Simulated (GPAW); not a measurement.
# GaSb (F-43m) in GPAW: further runs

One crystal, GaSb, is run at these levels: WC, PBE+D4, OLYP, PBE, LDA; tasks: equation of state, band structure.

Everything below comes from runs of GPAW 26.7.0. Logs are shortened: lines on timing, memory, paths and dates and some standing lists are left out, and cuts for length are marked. The log counts tension as positive stress, the text compression.

**What was measured.**

A printed reference work, data compilation reports, for a bulk crystal of GaSb at 4.2 K: band gap 0.811 eV (direct).

The results are compared with them further down.

**1. The crystal as given**

The structure is cubic, space group F-43m (No. 216). Conventional cell: a = 6.118 Å, b = 6.118 Å, c = 6.118 Å, α = 90.00°, β = 90.00°, γ = 90.00°. Sb (site symmetry -43m) is surrounded by 4 Ga at 2.65 Å. Ga (site symmetry -43m) is surrounded by 4 Sb at 2.65 Å.

**2. Equation of state, WC**

File run.py:

```python
from ase.eos import EquationOfState
from ase.io import Trajectory
from ase.spacegroup import crystal
from ase.units import GPa
from gpaw import GPAW, PW, setup_paths

setup_paths.insert(0, '.')

# Sb 4c
# Ga 4a
atoms = crystal(['Sb', 'Ga'],
                basis=[[0.25, 0.25, 0.25],
                       [0.0, 0.0, 0.0]],
                spacegroup=216, setting=1,  # F-43m
                cellpar=[6.118, 6.118, 6.118, 90.0, 90.0, 90.0],
                primitive_cell=True)

traj = Trajectory('eos.traj', 'w')
volumes, energies = [], []
for x in [0.94, 0.96, 0.98, 1.0, 1.02, 1.04, 1.06]:
    a = atoms.copy()
    a.set_cell(atoms.cell * x**(1 / 3), scale_atoms=True)
    calc = GPAW(mode=PW(600),
                xc='WC',
                kpts={'size': (6, 6, 6), 'gamma': True},
                occupations={'name': 'fermi-dirac', 'width': 0.05},
                nbands=18,
                convergence={'density': 1e-05, 'energy': 1e-05},
                maxiter=150,
                txt=f'eos-{x:.2f}.txt')
    a.calc = calc
    energies.append(a.get_potential_energy(force_consistent=True))
    volumes.append(a.get_volume())
    p = -a.get_stress()[:3].mean() / GPa
    calc.write(f'eos-{x:.2f}.gpw')
    traj.write(a)
    print(f'{x:.2f} {volumes[-1]:10.4f} A^3 {energies[-1]:14.6f} eV {p:9.3f} GPa', flush=True)

v0, e0, B = EquationOfState(volumes, energies, eos='birchmurnaghan').fit()
print(f'V0 = {v0:.4f} A^3, E0 = {e0:.6f} eV, B0 = {B / GPa:.2f} GPa')
```

Potentials or basis: PAW data sets generated in the run's folder for this functional, pw.

Started as:

```bash
$ gpaw-setup -f WC Ga Sb
$ OMP_NUM_THREADS=1 python run.py
```

Output:

```text
__  _  _
 | _ |_)|_||  |
 |__||  | ||/\| - 26.7.0

Input parameters:
  mode=PW(ecut=600.0),
  convergence={'density': 1e-05, 'energy': 1e-05},
  kpts=MonkhorstPack(size=(6, 6, 6), gamma=True),
  maxiter=150,
  nbands=18,
  occupations=Occupations(name='fermi-dirac', width=0.05),
  xc=XC(name='WC')

Diagonalizing LCAO Hamiltonian
Converting LCAO to pw mode

            Sb

       Ga

Atoms  # Å, Bohr magnetons
|   | symbol |        x |        y |        z |    initial magnetic moments |
|---|--------|----------|----------|----------|-----------------------------|
| 0 |     Sb | 1.498277 | 1.498277 | 1.498277 | ( 0.0000,  0.0000,  0.0000) |
| 1 |     Ga | 0.000000 | 0.000000 | 0.000000 | ( 0.0000,  0.0000,  0.0000) |

Unit cell  # Å
| periodic |        x |        y |        z |  lengths |    angles |
|----------|----------|----------|----------|----------|-----------|
|      yes | 0.000000 | 2.996554 | 2.996554 | 4.237767 | 60.000000 |
|      yes | 2.996554 | 0.000000 | 2.996554 | 4.237767 | 60.000000 |
|      yes | 2.996554 | 2.996554 | 0.000000 | 4.237767 | 60.000000 |

Number of symmetries: 24
Symmetry operations  # r_c * U_cc + t_c -> r_c
|    | kind |            matrix            |
|----|------|------------------------------|
|  0 |  E   |  1, 0, 0,  0, 1, 0,  0, 0, 1 |
|  1 |  σ   |  1, 0, 0,  0, 0, 1,  0, 1, 0 |
|  2 |  σ   |  1, 0,-1,  0, 1,-1,  0, 0,-1 |
|  3 |  C3  |  1, 0,-1,  0, 0,-1,  0, 1,-1 |
|  4 |  C3  |  1,-1, 0,  0,-1, 1,  0,-1, 0 |
|  5 |  σ   |  1,-1, 0,  0,-1, 0,  0,-1, 1 |
|  6 |  σ   |  0, 1, 0,  1, 0, 0,  0, 0, 1 |
|  7 |  C3  |  0, 1, 0,  0, 0, 1,  1, 0, 0 |
|  8 |  C2  |  0, 1,-1,  1, 0,-1,  0, 0,-1 |
|  9 |  S4  |  0, 1,-1,  0, 0,-1,  1, 0,-1 |
| 10 |  C3  |  0, 0, 1,  1, 0, 0,  0, 1, 0 |
| 11 |  σ   |  0, 0, 1,  0, 1, 0,  1, 0, 0 |
| 12 |  S4  |  0, 0,-1,  1, 0,-1,  0, 1,-1 |
| 13 |  C3  |  0, 0,-1,  0, 1,-1,  1, 0,-1 |
| 14 |  S4  |  0,-1, 1,  1,-1, 0,  0,-1, 0 |
| 15 |  C2  |  0,-1, 1,  0,-1, 0,  1,-1, 0 |
| 16 |  C3  |  0,-1, 0,  1,-1, 0,  0,-1, 1 |
| 17 |  S4  |  0,-1, 0,  0,-1, 1,  1,-1, 0 |
| 18 |  S4  | -1, 1, 0, -1, 0, 1, -1, 0, 0 |
| 19 |  C3  | -1, 1, 0, -1, 0, 0, -1, 0, 1 |
| 20 |  C3  | -1, 0, 1, -1, 1, 0, -1, 0, 0 |
| 21 |  S4  | -1, 0, 1, -1, 0, 0, -1, 1, 0 |
| 22 |  σ   | -1, 0, 0, -1, 1, 0, -1, 0, 1 |
| 23 |  C2  | -1, 0, 0, -1, 0, 1, -1, 1, 0 |

BZ-sampling:
  Number of BZ points: 216
  Number of IBZ points: 16

  Monkhorst-Pack size: [6, 6, 6]
  Monkhorst-Pack shift: [0.08333333333333333, 0.08333333333333333, 0.08333333333333333]

K-points  # in reciprocal-cell coordinates
|     |                                coordinates |     weight |
|-----|--------------------------------------------|------------|
|   0 | (  0.00000000,   0.00000000,   0.00000000) | 0.00462963 |
|   1 | (  0.16666667,   0.16666667,   0.00000000) | 0.02777778 |
|   2 | (  0.16666667,   0.16666667,   0.16666667) | 0.03703704 |
|   3 | (  0.33333333,   0.16666667,   0.16666667) | 0.05555556 |
|   4 | (  0.33333333,   0.33333333,  -0.33333333) | 0.05555556 |
|   5 | (  0.33333333,   0.33333333,   0.00000000) | 0.02777778 |
|   6 | (  0.33333333,   0.33333333,   0.16666667) | 0.11111111 |
|   7 | (  0.33333333,   0.33333333,   0.33333333) | 0.03703704 |
|   8 | (  0.50000000,   0.33333333,  -0.33333333) | 0.11111111 |
|   9 | (  0.50000000,   0.33333333,  -0.16666667) | 0.05555556 |
| ... |                                            |            |
|  15 | (  0.50000000,   0.50000000,   0.50000000) | 0.01851852 |

Plane wave coefficients: 1820
Cutoff: 600.0 eV

Spin-components: 1 (collinear spins)
Bands:           18
Projectors:      11
Spin-degeneracy: 2
Datatype:        complex128

Parallelization:
  kpt:    1
  domain: 1
  band:   1

Density:
  Valence electrons: 18.0
  Components: 1
  Grid points: [24 24 24]
  Charge: 0.0  # |e|

Potential:
  Grid points: [24 24 24]

species:
  Sb:
    name:    Antimony
    Z:       51.0
    valence: 15
    core:    36
    charge:  0.0  # [|e|]
    compensation charges:
      type: gauss
      rc: 0.36  # [Å]
      lmax: 2
    cutoffs:
      filter: 2.23  # [Å]
      core: 2.23  # [Å]
    projectors
    | kind |    occ | energy [eV] | rcut [Å] |
    |------|--------|-------------|----------|
    |   5s |  2.000 |     -12.872 |    1.154 |
    |   5p |  3.000 |      -4.847 |    1.233 |
    |   4d | 10.000 |     -33.438 |    1.196 |
    |    s |        |      14.339 |    1.154 |
    |    p |        |      22.365 |    1.233 |
    |    d |        |      -6.226 |    1.196 |

    Using partial waves for Sb as LCAO basis

  Ga:
    name:    Gallium
    Z:       31.0
    valence: 3
    core:    28
    charge:  0.0  # [|e|]
    compensation charges:
      type: gauss
      rc: 0.37  # [Å]
      lmax: 2
    cutoffs:
      filter: 2.06  # [Å]
      core: 4.17  # [Å]
    projectors
    | kind |    occ | energy [eV] | rcut [Å] |
    |------|--------|-------------|----------|
    |   4s |  2.000 |      -8.985 |    1.164 |
    |   4p |  1.000 |      -2.557 |    1.164 |
    |    s |        |      18.226 |    1.164 |
    |    p |        |      24.654 |    1.164 |
    |    d |        |       0.000 |    1.164 |

    Using partial waves for Ga as LCAO basis

Reference energy: -229132.616743  # eV

eigensolver:
  PPCG
  Converge bands: occupied
  niter=2

density mixing:
  MSR1-Mixer
  Pratt-step length: 0.05
  Maximum mixing coefficient: 0.75
  Old densities: 10
  SVD Regularization: 0.005
  Good broyden scale: 1.0
  Trust region scale: 1.0
  Backstep threshold: 4.0
  History deletion threshold: 6.0
  Fourier metric: weight=20.0, sigma=0.015

occupation numbers:
  Fermi-Dirac:
    width: 0.0500  # eV

poisson solver:
  ecut: 4800.0  # eV

xc functional:
  name: WC with 2 nearest neighbor stencil

convergence criteria:
[... 6 lines left out ...]
|iter     | |      energy | eigst |  dens |
|---------|-|-------------|-------|-------|
|iter:   1| |   -8.358754 | +0.23 |       |
|iter:   2| |   -8.358836 | -1.99 | -1.29 |
|iter:   3| |   -8.316291 | -2.52 | -1.32 |
|iter:   4| |   -8.315693 | -3.23 | -1.88 |
|iter:   5| |   -8.315996 | -4.35 | -2.64 |
|iter:   6| |   -8.316074 | -5.15 | -3.06 |
|iter:   7| |   -8.316074c| -6.63 | -4.17 |
|iter:   8| |   -8.316074c| -7.62c| -4.69 |
|iter:   9| |   -8.316074c| -8.27c| -5.31c|

Converged in 9 steps
Energy contributions relative to reference atoms: (reference = -229132.616743)

Energy contributions:
  Kinetic:          16.802688
  Coulomb:         -14.505439
  Zero:              0.191761
  External:          0.000000
  Xc:              -10.804999
  Entropy:          -0.000169
  Spinorbit:         0.000000
  ----------------------------
  Free energy:      -8.316159
  Extrapolated:     -8.316074

dipole moment: (-20.097512, -20.097512, -20.097512)  # |e|*Ang

Fermi level: 5.602
Eigenvalues  # (at kpt = [0.000, 0.000, 0.000])
| band index |      eig [eV] | occ [0-2] |
|------------|---------------|-----------|
|          0 |       -23.415 |     2.000 |
|          1 |       -23.415 |     2.000 |
|          2 |       -23.415 |     2.000 |
|          3 |       -23.392 |     2.000 |
|          4 |       -23.392 |     2.000 |
|          5 |        -6.551 |     2.000 |
[... 10 lines left out ...]
|         16 |        14.861 |     0.000 |
|         17 |        14.861 |     0.000 |

Gap: 0.448 eV
Transition (v -> c):
  (s=0, k=0, n=8, [0.00, 0.00, 0.00]) -> (s=0, k=0, n=9, [0.00, 0.00, 0.00])
No difference between direct/indirect transitions

Stress tensor  # eV/Ang^3
|         x |         y |         z |
|-----------|-----------|-----------|
| -0.022201 | -0.000000 | -0.000000 |
| -0.000000 | -0.022201 | -0.000000 |
| -0.000000 | -0.000000 | -0.022201 |

# Writing to eos-0.94.gpw (mode='')
```

It took 2 min on 1 thread of AMD EPYC, shared host; peak memory 0.25 GiB.

Results:

```yaml
Equilibrium_volume: 28.58 Å³/atom
Bulk_modulus: 51 GPa
Pressure_derivative_of_the_bulk_modulus: "4.4 (rough: it moves with the points fitted)"
```

Energy against volume, from the lowest point:
```
volume (Å³/atom)  energy (meV/atom)
          26.907              17.41
          27.480               7.18
          28.052               1.59
          28.625               0.00
          29.197               1.95
          29.770               7.21
          30.342              15.46
```

The run has no spin-orbit coupling, so splittings on Sb are missing.

**3. Equation of state, PBE+D4**

File run.py:

```python
from ase.calculators.mixing import SumCalculator
from ase.eos import EquationOfState
from ase.io import Trajectory, read
from ase.units import GPa
from dftd4.ase import DFTD4
from gpaw import GPAW, PW

atoms = read('POSCAR')

traj = Trajectory('eos.traj', 'w')
volumes, energies = [], []
for x in [0.94, 0.96, 0.98, 1.0, 1.02, 1.04, 1.06]:
    a = atoms.copy()
    a.set_cell(atoms.cell * x**(1 / 3), scale_atoms=True)
    calc = GPAW(mode=PW(600),
                xc='PBE',
                kpts={'size': (6, 6, 6), 'gamma': True},
                occupations={'name': 'fermi-dirac', 'width': 0.05},
                nbands=18,
                convergence={'density': 1e-05, 'energy': 1e-05},
                maxiter=150,
                txt=f'eos-{x:.2f}.txt')
    a.calc = SumCalculator([calc, DFTD4(method='pbe')])
    energies.append(a.get_potential_energy())
    volumes.append(a.get_volume())
    p = -a.get_stress()[:3].mean() / GPa
    calc.write(f'eos-{x:.2f}.gpw')
    traj.write(a)
    print(f'{x:.2f} {volumes[-1]:10.4f} A^3 {energies[-1]:14.6f} eV {p:9.3f} GPa', flush=True)

v0, e0, B = EquationOfState(volumes, energies, eos='birchmurnaghan').fit()
print(f'V0 = {v0:.4f} A^3, E0 = {e0:.6f} eV, B0 = {B / GPa:.2f} GPa')
```

File POSCAR:

```
GaSb
1.0
    0.0000000000      3.0590000000      3.0590000000
    3.0590000000      0.0000000000      3.0590000000
    3.0590000000      3.0590000000      0.0000000000
Sb Ga
1 1
Direct
    0.7500000000      0.7500000000      0.7500000000
    0.0000000000      0.0000000000      0.0000000000
```

Potentials or basis: GPAW PAW data sets (gpaw-data 1.2.1), pw.

Started as:

```bash
$ OMP_NUM_THREADS=1 python run.py
```

Run time: 1.9 min. Hardware: 1 thread of AMD EPYC, shared host; peak memory 0.27 GiB.

The run converged. Its results:

```
Equilibrium volume                      : 28.57 Å³/atom
Bulk modulus                            : 51 GPa
Pressure derivative of the bulk modulus : 5.0 (rough: it moves with the points fitted)
```

Energy against volume, from the lowest point:
```
volume (Å³/atom)  energy (meV/atom)
          26.907              17.47
          27.480               7.10
          28.052               1.49
          28.625               0.00
          29.197               2.04
          29.770               7.32
          30.342              15.60
```

Spin-orbit coupling is left out, which matters for the levels of Sb.

**4. Equation of state, OLYP**

File run.py:

```python
from ase.eos import EquationOfState
from ase.io import Trajectory
from ase.spacegroup import crystal
from ase.units import GPa
from gpaw import GPAW, PW, setup_paths

setup_paths.insert(0, '.')

# Sb 4c
# Ga 4a
atoms = crystal(['Sb', 'Ga'],
                basis=[[0.25, 0.25, 0.25],
                       [0.0, 0.0, 0.0]],
                spacegroup=216, setting=1,  # F-43m
                cellpar=[6.118, 6.118, 6.118, 90.0, 90.0, 90.0],
                primitive_cell=True)

traj = Trajectory('eos.traj', 'w')
volumes, energies = [], []
for x in [0.94, 0.96, 0.98, 1.0, 1.02, 1.04, 1.06]:
    a = atoms.copy()
    a.set_cell(atoms.cell * x**(1 / 3), scale_atoms=True)
    calc = GPAW(mode=PW(600),
                xc='GGA_X_OPTX+GGA_C_LYP',
                kpts={'size': (6, 6, 6), 'gamma': True},
                occupations={'name': 'fermi-dirac', 'width': 0.05},
                nbands=18,
                convergence={'density': 1e-05, 'energy': 1e-05},
                eigensolver='davidson',
                maxiter=150,
                txt=f'eos-{x:.2f}.txt')
    a.calc = calc
    energies.append(a.get_potential_energy(force_consistent=True))
    volumes.append(a.get_volume())
    p = -a.get_stress()[:3].mean() / GPa
    calc.write(f'eos-{x:.2f}.gpw')
    traj.write(a)
    print(f'{x:.2f} {volumes[-1]:10.4f} A^3 {energies[-1]:14.6f} eV {p:9.3f} GPa', flush=True)

v0, e0, B = EquationOfState(volumes, energies, eos='birchmurnaghan').fit()
print(f'V0 = {v0:.4f} A^3, E0 = {e0:.6f} eV, B0 = {B / GPa:.2f} GPa')
```

Potentials or basis: PAW data sets generated in the run's folder for this functional, pw.

Started as:

```bash
$ gpaw-setup -f GGA_X_OPTX+GGA_C_LYP Ga Sb
$ OMP_NUM_THREADS=1 python run.py
```

It took 2.1 min on 1 thread of AMD EPYC, shared host; peak memory 0.23 GiB.

Results (log left out):

- Equilibrium volume: 30.97 Å³/atom (rough: see the caveat)
- Bulk modulus: 35 GPa (rough)

Energy against volume, from the lowest point:
```
volume (Å³/atom)  energy (meV/atom)
          26.907              80.01
          27.480              55.80
          28.052              36.63
          28.625              22.01
          29.197              11.35
          29.770               4.13
          30.342               0.00
```

Caveat: the minimum lies outside the volumes run. Spin-orbit coupling is left out, which matters for the levels of Sb.

**5. Band structure, PBE**

File run.py:

```python
from ase.dft.bandgap import bandgap
from ase.io import read, write
from gpaw import GPAW

atoms = read('GaSb.cif')

calc = GPAW(mode='lcao',
            h=0.2,
            basis='dzp',
            xc='PBE',
            kpts={'size': (6, 6, 6), 'gamma': True},
            occupations={'name': 'fermi-dirac', 'width': 0.05},
            convergence={'density': 1e-05, 'energy': 1e-05},
            maxiter=150,
            txt='gpaw.txt')
atoms.calc = calc
energy = atoms.get_potential_energy()
forces = atoms.get_forces()
calc.write('gs.gpw')
write('result.traj', atoms)
print(f'Energy: {energy:.6f} eV')
print('Forces (eV/A):')
print(forces.round(4))
print('Fermi level:', round(calc.get_fermi_level(), 4), 'eV')
print(f'Gap: {bandgap(calc)[0]:.4f} eV, direct: {bandgap(calc, direct=True)[0]:.4f} eV')

path = atoms.cell.bandpath('GXWKGLUWLK,UX', npoints=100, eps=1e-4)
bs_calc = calc.fixed_density(kpts=path, symmetry='off', txt='bands.txt')
bs = bs_calc.band_structure()
bs.write('bs.json')
print(f'Gap on the path: {bandgap(bs_calc)[0]:.4f} eV')
```

File GaSb.cif:

```cif
data_GaSb
_cell_length_a 4.32607929
_cell_length_b 4.32607929
_cell_length_c 4.32607929
_cell_angle_alpha 60.00000000
_cell_angle_beta 60.00000000
_cell_angle_gamma 60.00000000
_space_group_name_H-M_alt 'P1'
_space_group_name_Hall 'P 1'
_space_group_IT_number 1
loop_
_space_group_symop_operation_xyz
'x,y,z'
loop_
_atom_site_label
_atom_site_type_symbol
_atom_site_symmetry_multiplicity
_atom_site_Wyckoff_symbol
_atom_site_fract_x
_atom_site_fract_y
_atom_site_fract_z
_atom_site_occupancy
Sb1 Sb 1 a 0.7500000000 0.7500000000 0.7500000000 1
Ga1 Ga 1 a 0.0000000000 0.0000000000 0.0000000000 1
```

Potentials or basis: GPAW PAW data sets (gpaw-data 1.2.1), lcao:dzp.

Started as:

```bash
$ OMP_NUM_THREADS=1 python run.py
```

Run time: 69 s. Hardware: 1 thread of AMD EPYC, shared host; peak memory 0.19 GiB.

The run converged. Its results:

```
Free energy             : -6.9783 eV
Band gap on the k mesh  : 0.12 eV, direct
Band gap along the path : 0.12 eV, direct
```

Levels at the corners of the path, in eV from the valence-band top:
| point | band 7 | band 8 | band 9 | band 10 | band 11 | band 12 |
| --- | --- | --- | --- | --- | --- | --- |
| Γ | 0.00 | 0.00 | 0.00 | 0.12 | 2.89 | 2.89 |
| X | -6.79 | -2.57 | -2.57 | 1.01 | 1.32 | 8.99 |
| W | -6.65 | -3.34 | -3.13 | 3.80 | 4.47 | 4.60 |
| K | -6.61 | -3.61 | -2.19 | 1.49 | 4.02 | 7.00 |
| Γ | 0.00 | 0.00 | 0.00 | 0.12 | 2.89 | 2.89 |
| L | -6.35 | -1.14 | -1.14 | 0.47 | 4.07 | 4.07 |
| U | -6.61 | -3.61 | -2.19 | 1.49 | 4.02 | 7.00 |
| W | -6.65 | -3.34 | -3.13 | 3.80 | 4.47 | 4.60 |
| L | -6.35 | -1.14 | -1.14 | 0.47 | 4.07 | 4.07 |
| K | -6.61 | -3.61 | -2.19 | 1.49 | 4.02 | 7.00 |
| U | -6.61 | -3.61 | -2.19 | 1.49 | 4.02 | 7.00 |
| X | -6.79 | -2.57 | -2.57 | 1.01 | 1.32 | 8.99 |

Caveat: the real-space grid adds noise to forces; spin-orbit coupling is left out, which moves the levels of the heavy elements; the basis of atomic orbitals isn't converged, which shifts pressures, moduli and gaps.

(Part 1 of 2 ends here.)
